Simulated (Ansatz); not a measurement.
Clean, relaxed (100) surface of ZnO, space group P6_3mc (No. 186) (top face towards +c; held atoms: 1, 2, 3, 4, 5, 6, 7, 8, 9, 10, 11, 12):

```xyz
24
Lattice="6.5095 0.0000 0.0000 0.0000 5.2564 0.0000 0.0000 0.0000 22.5769" Properties=species:S:1:pos:R:3 pbc="T T T"
Zn    3.2547    5.2479    8.0000
Zn    0.0000    5.2479    8.0000
O     3.2547    3.2564    8.0000
O     0.0000    3.2564    8.0000
Zn    4.8821    2.6197    8.9396
Zn    1.6274    2.6197    8.9396
O     4.8821    0.6282    8.9396
O     1.6274    0.6282    8.9396
Zn    4.8821    5.2479   10.8187
Zn    1.6274    5.2479   10.8187
O     4.8821    3.2564   10.8187
O     1.6274    3.2564   10.8187
Zn    0.0000    2.5978   11.6914
Zn    3.2547    2.5978   11.6914
O     0.0000    0.6149   11.7420
O     3.2547    0.6149   11.7420
Zn    0.0000    5.2359   13.7216
Zn    3.2547    5.2359   13.7216
O     0.0000    3.2490   13.6311
O     3.2547    3.2490   13.6311
Zn    1.6274    2.4131   14.2386
Zn    4.8821    2.4131   14.2386
O     1.6274    0.5821   14.5626
O     4.8821    0.5821   14.5626
```

All numbers below come from DFT PBE+D3(BJ), scalar-relativistic, plane waves, PAW in Ansatz. Cutoff 420 eV; k points 3×3×1 on the computed 26-atom cell (Γ-centred); Gaussian smearing, width 0.05 eV; no spin polarisation. A dipole correction removes the field between periodic images along c.

H2 is put on the top face, one molecule per 34.2 Å², and relaxed from 2 starts; the cell is lengthened along c to keep the vacuum. E_ads is per molecule, from the clean relaxed slab and the free relaxed molecule; negative means bound; no zero-point or thermal terms, forces under 0.04 eV/Å, and the free molecule is spin-polarised where open-shell. Heights count from the highest slab atom. Δp counts per cell along +c.

```csv
start,E_ads (eV),molecule,lowest atom's height (Å),shortest contact,Δp (e·Å)
"upright, lowest atom H over a top O site",-0.08,whole,2.43,H–O 2.43 Å,-0.029
"random tilt, lowest atom H over a top O site",-0.08,whole,2.40,H–O 2.44 Å,-0.019
```

Each end is the local minimum that its start leads to.